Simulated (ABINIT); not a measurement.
Runs of ABINIT 10.8.3 (patched build) on MgO2. It takes space group R-3m (No. 166, trigonal). The conventional cell has a = 3.210 Å, b = 3.210 Å, c = 10.482 Å, α = 90.00°, β = 90.00°, γ = 120.00°. Around Mg (site symmetry -3m) lie 6 O at 2.11 Å. O (site symmetry 3m) has 1 O at 1.49 Å as nearest neighbours. The cell comes from a database or a generator and needn't be the stable form of this composition.

```tsv
task	level	potentials or basis	cell	k mesh	cutoff (eV)	smearing	bands in the sums	one-shot functional	cutoff smearing ecutsm (Ha)	stop of the response cycle (tolvrs)	acoustic sum rule (asr)	gap on the mesh (eV)	pressure (GPa)	largest force (eV/Å)
single point	PBEsol	PseudoDojo NC SR PBEsol v0.4.1 standard	as given	8 × 8 × 8	1034	fermi-dirac 0.05 eV	-	-	-	-	-	2.17	-5.9	(a)
one-shot levels of the hybrid HSE06	PBEsol	PseudoDojo NC SR PBEsol v0.4.1 standard	volume scaled by 0.92	6 × 6 × 6	1034	fixed	19	HSE06	-	-	-	2.70	-	-
single point	PBEsol	PseudoDojo NC SR PBEsol v0.4.1 standard	cell squeezed	8 × 8 × 8	1034	fermi-dirac 0.05 eV	-	-	-	-	-	2.70	5.8	0.08
phonons	LDA	PseudoDojo NC SR LDA v0.4.1 standard	cell relaxed at zero pressure by an earlier run	8 × 8 × 8	1143	fixed	-	-	0.5	1e-09	2	-	0.0	-
relaxation of cell and atoms	LDA	PseudoDojo NC SR LDA v0.4.1 standard	relaxed	8 × 8 × 8	1143	fermi-dirac 0.05 eV	-	-	0.5	-	-	(b)	0.0	-
```

Alike in all rows: no spin polarisation.

**Question.** Fill in the values left out.

**Answer.** (a) 0.32; (b) 2.58.

Caveats: Libxc's HSE differs a little from that of other programs (some runs); this build's HSE levels may be imprecise (some runs).

A k mesh can miss the band edges.
